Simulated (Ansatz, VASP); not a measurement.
# Two plane-wave programs on CaS (Oldhamite)

Contents of INCAR:

```
SYSTEM = CaS
  ALGO = Fast
  EDIFF = 1E-6
  EDIFFG = -0.005
  ENCUT = 600
  GGA = PS
  IBRION = 2
  ISIF = 3
  ISMEAR = 0
  LASPH = .True.
  LCHARG = .False.
  LREAL = .False.
  LWAVE = .False.
  NELM = 100
  NSW = 70
  PREC = Accurate
  SIGMA = 0.02
```

The input KPOINTS:

```
k-points
0
Gamma
  8 8 8
  0 0 0
```

File POSCAR:

```
CaS
1.0
    0.0000000000      2.8560320322      2.8560320322
    2.8560320322      0.0000000000      2.8560320322
    2.8560320322      2.8560320322      0.0000000000
Ca S
1 1
Direct
    0.0000000000      0.0000000000      0.0000000000
    0.5000000000      0.5000000000      0.5000000000
```

Input for Ansatz:

```yaml
crystal:
  lattice:
    - [0.0, 2.8560320322, 2.8560320322]
    - [2.8560320322, 0.0, 2.8560320322]
    - [2.8560320322, 2.8560320322, 0.0]
  atoms:
    - { symbol: Ca, position: [0.0, 0.0, 0.0] }
    - { symbol: S, position: [0.5, 0.5, 0.5] }
basis:
  ecutwfc: 420
kpoints:
  mp_grid: { grid: [8, 8, 8] }
hamiltonian:
  xc: pbesol
scf:
  occupations: { method: gaussian, width: 0.02 }
output:
  forces: true
  stress: true
  eigenvalues: true
relax:
  adjacent_minimum: "off"
  f_tol: 0.005
  max_steps: 50
  cell: { stress_tol: 0.05 }
```

Alike in both runs: task relaxation of cell and atoms; functional PBEsol; k mesh 8 × 8 × 8; occupations gaussian, width 0.02 eV; no spin polarisation.

```csv
,VASP,Ansatz
version,VASP 6.6.1,Ansatz 0.2.0
potentials or method,"VASP PAW PBE potentials, release 64 (Ca_sv, S)","scalar-relativistic, plane waves, PAW"
plane-wave cutoff (eV),600,420
valence electrons in the cell,16,16
```

Ansatz gave:

- gap on the k mesh at the Fermi level, each at its own relaxed structure (eV): 2.16
- relaxed volume (Å³/atom): 22.34
- relaxed cell length with the largest relative difference (Å): 3.983
- energy change over the relaxation (meV/atom): -7

Task: Which values does VASP return?

Result: gap on the k mesh at the Fermi level, each at its own relaxed structure (eV): 2.16; relaxed volume (Å³/atom): 22.43; relaxed cell length with the largest relative difference (Å): 3.989; energy change over the relaxation (meV/atom): -6.

Caveats: the PAW data sets were made with another functional, which shifts forces and pressure a little (VASP). A k mesh can miss the band edges. PBEsol gaps usually lie below the measured ones, often by a third to a half.
